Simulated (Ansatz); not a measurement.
Crystal: Hf.

```
Hf
1.0
     0.00000    2.22000    2.22000
     2.22000    0.00000    2.22000
     2.22000    2.22000    0.00000
Hf
1
Direct
  0.00000 0.00000 0.00000
```

This isn't the form of Hf at room conditions, which is hcp.

```yaml
Program: Ansatz 0.2.0
Task: single point
Functional: PBEsol
Potentials_or_basis: Ansatz PAW
Cutoff: "420 eV (not typed: the program's choice for these potentials)"
k_mesh: 10 × 10 × 10
Occupations: fermi-dirac, width 0.05 eV
Spin: no spin polarisation
```

On this cell: pressure -1.7 GPa; band gap on the k mesh none (metal or under the smearing width).

The same run follows on a disturbed copy (cell strained at random at fixed volume):

```
CELL_PARAMETERS angstrom
-0.04347 2.20748 2.21336
2.16276 -0.04267 2.21256
2.17201 2.21592 -0.05192
ATOMIC_POSITIONS crystal
Hf 0.00193 0.98878 0.99658
```

**Question.** What changes?

**Answer.** The energy (extrapolated to zero smearing) moves by +8.5 meV/atom; pressure -1.6 GPa; band gap on the k mesh none (metal or under the smearing width).

Stress tensor (GPa, compression positive):
```
-0.96  1.23  1.73
 1.23 -1.85  1.59
 1.73  1.59 -1.99
```

Caveats: the PAW data sets come from PBE, with cores solved anew for the run's functional, which leaves a small shift of forces and pressure.
